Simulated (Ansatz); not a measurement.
# Ca: a sweep of the smearing

One table from this session's results is given with a row withheld; the runs are named, their logs left out.

The COD cell was measured well above room temperature, so it is larger than a cold one.

Computed with Ansatz 0.2.0 (DFT, PBE, all-electron LAPW, scalar-relativistic, unless a step's input says otherwise).

### The system as given

It takes space group Im-3m (No. 229, cubic). Conventional cell: a = 4.480 Å, b = 4.480 Å, c = 4.480 Å, α = 90.00°, β = 90.00°, γ = 90.00°. Around Ca (site symmetry m-3m) lie 8 Ca at 3.88 Å.

As a file:

```xyz
1
Lattice="-2.2400 2.2400 2.2400 2.2400 -2.2400 2.2400 2.2400 2.2400 -2.2400" Properties=species:S:1:pos:R:3 pbc="T T T"
Ca    0.0000    0.0000    0.0000
```

The geometry is a database entry used as it stands. It may stem from high pressure or temperature, or be incomplete, so it serves as a test cell.

Set-up of the first run:

input.yaml reads:

```yaml
crystal:
  lattice:
    - [-2.24, 2.24, 2.24]
    - [2.24, -2.24, 2.24]
    - [2.24, 2.24, -2.24]
  atoms:
    - { symbol: Ca, position: [0.0, 0.0, 0.0] }
kpoints:
  mp_grid: { grid: [10, 10, 10] }
scf:
  occupations: { method: cold, width: 0.15 }
hamiltonian:
  xc: pbe
  pseudopotentials: { kind: all_electron, lapw: { basis_error: 0.00025 } }
output:
  forces: true
  stress: true
  eigenvalues: true
```

The run is started by

```sh
ansatz run input.yaml --threads 1 --pin off --max-ram 2048MiB --backend cpu --events-out ev --progress --plain --runs-dir out
```

Among the steps run: With cold smearing of 0.15 eV; With Fermi–Dirac smearing of 0.01 eV; With Fermi–Dirac smearing of 0.28 eV; With Methfessel–Paxton smearing of 0.2 eV; With tetrahedron filling.

One of the session's tables, all rows but one given; the rest of the session is left out.

It belongs to the step «The sweep in one table». 

```
                            smearing  energy from the first row (meV/atom)
            cold smearing of 0.15 eV                                  0.00
     Fermi–Dirac smearing of 0.01 eV                                  0.54
     Fermi–Dirac smearing of 0.28 eV                                 -9.80
Methfessel–Paxton smearing of 0.2 eV                                     ?
                 tetrahedron filling                                  1.83
```

Estimate the missing values for Methfessel–Paxton smearing of 0.2 eV.

The run gave: energy from the first row (meV/atom): -0.23. In the column «energy from the first row (meV/atom)» it lies between Fermi–Dirac smearing of 0.28 eV (-9.80) and cold smearing of 0.15 eV (0.00).

Energies are those extrapolated to zero smearing.

Limits of these values: Warnings in the runs' records: band table not solved further, tetrahedron derivatives may miss energy slope.
